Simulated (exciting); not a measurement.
**Hf: single point with PBEsol**

The system is Hf.

```
Hf
1.0
     2.88012    0.00000    0.00000
    -1.01376    2.92235    0.00000
    -0.98838   -1.19151    2.76816
Hf
1
Direct
  0.00000 0.00000 0.00000
```

This isn't the form of Hf at room conditions, which is hcp.

```json
{
  "Program": "exciting (release sodium)",
  "Task": "single point",
  "Functional": "PBEsol",
  "Potentials or basis": "all-electron LAPW+lo, shipped species files, valence relativity iora*",
  "rgkmax": "9",
  "k mesh": "11 × 10 × 10",
  "Occupations": "gaussian, width 0.01 eV",
  "Spin": "no spin polarisation",
  "outputlevel": "normal",
  "gmaxvr (cutoff of density and potential)": "14 1/bohr",
  "lmaxapw (and lmaxmat)": "10",
  "lmaxvr": "8",
  "nempty": "12",
  "Valence relativity": "iora*",
  "epsengy": "1e-05 Ha",
  "epspot": "1e-05 Ha",
  "maxscl": "60",
  "Muffin-tin radii": "Hf 2.3 bohr"
}
```

```yaml
Band_gap_on_the_k_mesh: none (metal or under the smearing width)
All_electrons_inside_the_program's_atomic_spheres: Hf 69.15 (radii Hf 2.3 bohr)
```

Levels at points of the mesh, in eV from the Fermi level:
| k point | band 9 | band 10 | band 11 | band 12 | band 13 | band 14 | band 15 | band 16 | band 17 | band 18 |
| --- | --- | --- | --- | --- | --- | --- | --- | --- | --- | --- |
| (0.02, 0.03, 0.03) | -11.57 | -11.56 | -11.54 | -6.77 | 0.35 | 0.67 | 2.88 | 4.22 | 4.86 | 11.81 |

It took 7 min on 1 thread of Arm Neoverse V2, with other jobs on the host, peak memory 0.11 GiB.

Spin-orbit coupling is left out, which matters for the levels of Hf.
